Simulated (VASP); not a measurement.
## CdO2: equation of state with PBEsol

CdO2:

```
Cd O
1.0
     3.47623    0.00000    0.00000
    -1.73811    3.01050    0.00000
     0.00000    0.00000    4.14808
Cd O
1 2
Direct
  0.00000 0.00000 0.00000
  0.33333 0.66667 0.24422
  0.66667 0.33333 0.75578
```

The cell comes from a database or a generator and needn't be the stable form of this composition.

| Quantity | Value |
| --- | --- |
| Program | VASP 6.6.1 |
| Task | equation of state |
| Functional | PBEsol |
| Potentials or basis | VASP PAW PBE potentials, release 64 (Cd, O) |
| Cutoff | 520 eV |
| k mesh | 9 × 9 × 7 |
| Occupations | fermi-dirac, width 0.05 eV |
| Spin | no spin polarisation |

| Item | Value |
| --- | --- |
| Equilibrium volume | 13.07 Å³/atom (rough: see the caveat) |
| Bulk modulus at fixed shape and positions | 117 GPa (rough) |

Energy against volume, from the lowest point:
```csv
volume (Å³/atom),energy (meV/atom)
13.602,0.00
13.891,9.28
14.181,21.74
14.470,36.94
14.760,54.54
15.049,74.20
15.338,95.67
```

All runs of the series together: 5.6 min on 1 thread of Intel(R) Xeon(R) Platinum 8488C (Sapphire Rapids), on a shared host.

Caveat: the minimum lies outside the volumes run; the cell was scaled at fixed shape and fractional positions, which overstates the stiffness of a crystal with free parameters, most of all of layers and chains; the PAW data sets were made with another functional, which shifts forces and pressure a little.
